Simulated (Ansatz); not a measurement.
Born–Oppenheimer molecular dynamics of a periodic cell of 20 atoms, Al$_{2}$O$_{3}$ (start crystal Al2O3, start structure R-3c, volume 1 times the crystal's). It starts from a structure without forces on its atoms.

Method: DFT PBEsol, scalar-relativistic, plane waves, PAW (Ansatz 0.2.0). Settings: PAW set soft_1, cutoff 420 eV, k mesh 4x4x4, fermi-dirac smearing 0.24 eV, no spin polarisation.

```json
{
  "ensemble": "NVT, Langevin thermostat",
  "time step": "0.75 fs",
  "steps asked": "100",
  "set temperature": "2800 K",
  "friction": "0.02 /fs",
  "seed": "954608"
}
```

First frame:

```xyz
20
Lattice="-2.4025 -1.3871 8.7442 2.4025 -1.3871 8.7442 0.0000 2.7742 8.7442" Properties=species:S:1:pos:R:3
Al 0.000 0.000 1.940
Al 0.000 0.000 4.618
Al 0.000 0.000 8.498
Al 0.000 0.000 11.176
O -1.471 0.000 16.395
O 1.667 0.113 14.209
O 0.736 1.274 16.395
O 0.736 -1.274 16.395
O -0.736 -1.500 14.209
O -0.931 1.387 14.209
Al 0.000 0.000 15.056
Al 0.000 0.000 17.734
Al 0.000 0.000 21.614
Al 0.000 0.000 24.293
O 0.931 -1.387 12.023
O -0.736 -1.274 9.837
O -1.667 -0.113 12.023
O 0.736 1.500 12.023
O -0.736 1.274 9.837
O 1.471 0.000 9.837
```

Problem. What does the run give?

Solution. The run went to its last step.

```
steps done                                               : 100
time covered                                             : 75 fs
mean temperature over the second half                    : 2357 K
spread of the potential energy over the second half      : 28.4 meV per atom
mean potential energy of the second half above the start : 319.2 meV per atom
```

The mean temperature of the second half is 16 % below the set value. A run of 0.075 ps of so small a system gives no equilibrium averages. Limits of this set-up: PAW files made for another functional.

Problem. What happens to the structure?

Solution. Mean squared displacements from the first frame to the last, about the centre of mass: Al 0.04 Å², O 0.07 Å². Another seed would give other details.

Problem. How do temperature and energy run in time?

Solution. 
```json
{"time (fs)": "0.0", "T (K)": "2660", "potential energy less start (eV)": "0.000"}
{"time (fs)": "2.2", "T (K)": "2205", "potential energy less start (eV)": "0.285"}
{"time (fs)": "4.5", "T (K)": "2058", "potential energy less start (eV)": "1.025"}
{"time (fs)": "6.8", "T (K)": "1785", "potential energy less start (eV)": "2.083"}
{"time (fs)": "9.0", "T (K)": "1369", "potential energy less start (eV)": "3.138"}
{"time (fs)": "11.2", "T (K)": "1255", "potential energy less start (eV)": "3.792"}
{"time (fs)": "13.5", "T (K)": "1249", "potential energy less start (eV)": "4.127"}
{"time (fs)": "15.8", "T (K)": "1251", "potential energy less start (eV)": "4.285"}
{"time (fs)": "18.0", "T (K)": "1074", "potential energy less start (eV)": "4.429"}
{"time (fs)": "20.2", "T (K)": "1129", "potential energy less start (eV)": "4.507"}
{"time (fs)": "22.5", "T (K)": "1060", "potential energy less start (eV)": "4.373"}
{"time (fs)": "24.8", "T (K)": "1340", "potential energy less start (eV)": "4.230"}
{"time (fs)": "27.0", "T (K)": "1612", "potential energy less start (eV)": "4.037"}
{"time (fs)": "29.2", "T (K)": "1926", "potential energy less start (eV)": "3.697"}
{"time (fs)": "31.5", "T (K)": "2476", "potential energy less start (eV)": "3.533"}
{"time (fs)": "33.8", "T (K)": "2403", "potential energy less start (eV)": "3.732"}
{"time (fs)": "36.0", "T (K)": "2269", "potential energy less start (eV)": "4.412"}
{"time (fs)": "38.2", "T (K)": "1906", "potential energy less start (eV)": "5.362"}
{"time (fs)": "40.5", "T (K)": "1709", "potential energy less start (eV)": "6.226"}
{"time (fs)": "42.8", "T (K)": "1477", "potential energy less start (eV)": "6.944"}
{"time (fs)": "45.0", "T (K)": "1572", "potential energy less start (eV)": "7.211"}
{"time (fs)": "47.2", "T (K)": "1696", "potential energy less start (eV)": "7.127"}
{"time (fs)": "49.5", "T (K)": "2038", "potential energy less start (eV)": "6.821"}
{"time (fs)": "51.8", "T (K)": "2525", "potential energy less start (eV)": "6.480"}
{"time (fs)": "54.0", "T (K)": "2854", "potential energy less start (eV)": "6.347"}
{"time (fs)": "56.2", "T (K)": "2929", "potential energy less start (eV)": "6.464"}
{"time (fs)": "58.5", "T (K)": "2541", "potential energy less start (eV)": "6.646"}
{"time (fs)": "60.8", "T (K)": "2425", "potential energy less start (eV)": "6.846"}
{"time (fs)": "63.0", "T (K)": "2508", "potential energy less start (eV)": "6.807"}
{"time (fs)": "65.2", "T (K)": "2857", "potential energy less start (eV)": "6.527"}
{"time (fs)": "67.5", "T (K)": "2759", "potential energy less start (eV)": "6.057"}
{"time (fs)": "69.8", "T (K)": "2784", "potential energy less start (eV)": "5.617"}
{"time (fs)": "72.0", "T (K)": "2600", "potential energy less start (eV)": "5.525"}
{"time (fs)": "74.2", "T (K)": "2769", "potential energy less start (eV)": "5.557"}
```

Time of the run: 25 min on 2 threads of Arm Neoverse V1, on a shared host, peak memory 0.98 GiB.
